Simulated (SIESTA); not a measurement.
## TaN under changes of volume

One of the cells (10.813 Å³/atom); the others are scaled copies at fixed shape and fractional positions:

```
Ta N
1.0
     0.00000    2.21132    2.21132
     2.21132    0.00000    2.21132
     2.21132    2.21132    0.00000
Ta N
1 1
Direct
  0.50000 0.50000 0.50000
  0.00000 0.00000 0.00000
```

The cell comes from a database or a generator and needn't be the stable form of this composition.

| Quantity | Value |
| --- | --- |
| Program | SIESTA 5.4.2 |
| Functional | PBE |
| Potentials or basis | PseudoDojo 0.4 standard (PBE files) |
| Basis | DZ (energy shift 0.002 Ry) |
| Grid cutoff | 800 Ry |
| Energy shift | 0.002 Ry |
| k mesh | 10 × 10 × 10 |
| Occupations | fermi-dirac, width 0.05 eV |
| Spin | no spin polarisation |

```tsv
volume (Å³/atom)	energy over the lowest point (meV/atom)	pressure (GPa)
10.164	?	?
10.381	71.05	31.0
10.597	35.86	21.4
10.813	13.10	12.6
11.030	1.46	4.8
11.246	0.00	-2.3
11.462	7.62	-8.8
```

Q: What does the run at 10.164 Å³/atom give?

A: Energy over the lowest point 119.89 meV/atom; pressure 41.6 GPa.

Worked out: A Birch-Murnaghan fit of order 3 (a polynomial in V^(-2/3)) to the other rows has its minimum at 11.17 Å³/atom with B0 = V·E''(V) = 361 GPa and B' = 4.3. It gives 120.27 meV/atom at 10.164 Å³/atom, against the run's 119.89, and -dE/dV = 41.8 GPa, against 41.6.

Energies are extrapolated to zero smearing.

Caveats: the basis has no polarisation orbitals; semicore shells carry a single zeta, which can move pressures by several GPa and volumes by a few percent; the basis of atomic orbitals isn't converged, which shifts pressures, moduli and gaps.
